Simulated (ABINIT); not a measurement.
The system is Nb.

```
Nb
1.0
    -1.66395    1.66395    1.66395
     1.66395   -1.66395    1.66395
     1.66395    1.66395   -1.66395
Nb
1
Direct
  0.00000 0.00000 0.00000
```

Program: ABINIT 10.8.3 (patched build). Alike in all runs: task band structure; potentials or basis JTH PAW PBE v2.0; no spin polarisation; cell as given; k mesh 11 × 11 × 11; cutoff (eV) 517; smearing fermi-dirac 0.05 eV.

Problem. Order these runs on this cell by their pressure, lowest first.
A. level r2SCAN
B. level WC
C. level LDA
D. level BLYP
E. level revPBE

Solution. C (-11.8 GPa), B (-7.2 GPa), A (-3.6 GPa), E (-0.3 GPa), D (3.8 GPa).

Caveats: the PAW data sets were made with another functional, which shifts forces and pressure a little.
